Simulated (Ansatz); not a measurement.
α-quartz-type GeO2 (metastable phase), treated with LDA+SOC (Ansatz, an electronic-structure program, plane waves, PAW).

Settings: plane-wave cutoff 520 eV, 12×12×6 k mesh (along the axes of the cell as run), Fermi–Dirac smearing 0.01 eV, PAW data made under PBE.

Cell (measured lattice):

```yaml
crystal:
  lattice:
    - [4.98700, 0.00000, 0.00000]
    - [-2.49350, 4.31887, 0.00000]
    - [0.00000, 0.00000, 5.65200]
  atoms:
    - { symbol: Ge, position: [0.00000, 0.44979, 0.33333] }
    - { symbol: Ge, position: [0.55021, 0.55021, 0.00000] }
    - { symbol: Ge, position: [0.44979, 0.00000, 0.66667] }
    - { symbol: O, position: [0.30577, 0.39339, 0.24695] }
    - { symbol: O, position: [0.60661, 0.91238, 0.91361] }
    - { symbol: O, position: [0.69423, 0.08762, 0.41972] }
    - { symbol: O, position: [0.91238, 0.60661, 0.08639] }
    - { symbol: O, position: [0.39339, 0.30577, 0.75305] }
    - { symbol: O, position: [0.08762, 0.69423, 0.58028] }
```

### Question
Give the computed band gap and smallest direct gap on the k points sampled.

### Answer

- band gap: 3.27 eV (indirect)
- smallest direct gap on the k points sampled: 3.34 eV

Note: cell and atoms aren't relaxed at this level (largest force component 0.24 eV/Å, pressure -4.4 GPa).

Cost on a shared machine: roughly 11 core-minutes.
